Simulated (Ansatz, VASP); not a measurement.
One calculation of GaN, two programs

```xyz
4
Lattice="3.2816 0.0000 0.0000 -1.6408 2.8419 0.0000 0.0000 0.0000 5.3459" Properties=species:S:1:pos:R:3 pbc="T T T"
Ga    0.0000    1.8946   -0.0046
Ga    1.6408    0.9473    2.6683
N     0.0000    1.8946    2.0093
N     1.6408    0.9473    4.6823
```

Alike in both runs: functional PBE; k mesh 12 × 12 × 6; occupations gaussian, width 0.02 eV; no spin polarisation.

Ansatz relaxed the structure, and its values are those at the end. VASP's run is a single point on that final structure, the one shown.

```csv
,VASP,Ansatz
version,VASP 6.6.1,Ansatz 0.2.0
potentials or method,"VASP PAW PBE potentials, release 64 (Ga_d, N)","scalar-relativistic, plane waves, PAW"
plane-wave cutoff (eV),520,420
valence electrons in the cell,36,36
```

VASP gave:

```
gap on the k mesh at the Fermi level (eV) : 1.33
least direct gap on the mesh (eV)         : 1.33
pressure (GPa)                            : -8.6
rms of the force components (eV/Å)        : 0.005
```

Task: What did Ansatz give for the same quantities?

Result: gap on the k mesh at the Fermi level (eV): 1.33; least direct gap on the mesh (eV): 1.33; pressure (GPa): -8.8; rms of the force components (eV/Å): 0.005.

With one functional, cell and mesh, what is left measures potentials, basis and numerics.

Expect the measured gap to be larger: semilocal functionals such as PBE lack the derivative discontinuity.
